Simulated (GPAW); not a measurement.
Here is a GPAW 26.7.0 calculation.

run.py

```python
from ase import Atoms
from ase.dft.bandgap import bandgap
from ase.io import write
from ase.units import GPa
from gpaw import GPAW, PW

atoms = Atoms(['In', 'P'],
              cell=[[0.0, 2.9305, 2.9305],
                    [2.9305, 0.0, 2.9305],
                    [2.9305, 2.9305, 0.0]],
              scaled_positions=[[0.0, 0.0, 0.0],
                                [0.75, 0.75, 0.75]],
              pbc=True)

calc = GPAW(mode=PW(600),
            xc='PBE',
            kpts={'size': (8, 8, 8), 'gamma': True},
            occupations={'name': 'methfessel-paxton', 'order': 0, 'width': 0.014},
            nbands=18,
            convergence={'density': 1e-05, 'energy': 1e-05},
            maxiter=150,
            txt='gpaw.txt')
atoms.calc = calc
energy = atoms.get_potential_energy()
forces = atoms.get_forces()
stress = atoms.get_stress()
calc.write('gs.gpw')
write('result.traj', atoms)
print(f'Energy: {energy:.6f} eV')
print('Forces (eV/A):')
print(forces.round(4))
print('Stress (GPa):', (stress / GPa).round(3))
print('Fermi level:', round(calc.get_fermi_level(), 4), 'eV')
print(f'Gap: {bandgap(calc)[0]:.4f} eV, direct: {bandgap(calc, direct=True)[0]:.4f} eV')
```

Potentials or basis: GPAW PAW data sets (gpaw-data 1.2.1), pw.

Launch:

```sh
$ OMP_NUM_THREADS=1 python run.py
```

Question: Estimate the pressure.

Answer: 3.0 GPa.

Question: What does it give for the band gap on the k mesh?

Answer: 0.71 eV, direct.

Caveat: spin-orbit coupling is left out, which moves the levels of the heavy elements.

**The experiment to reproduce.**

From a printed reference work, data compilation, for a bulk crystal of InP at 1.6 K: band gap 1.4236 eV (direct).

A measured gap of InP is 1.4236 eV (direct; 1.6 K; a printed reference work, data compilation); the calculated 0.71 eV misses it by -0.71 eV. Spin-orbit coupling on In is left out. The value is that of PBE, without temperature or zero-point motion. Semilocal functionals fall short of measured gaps as a rule.
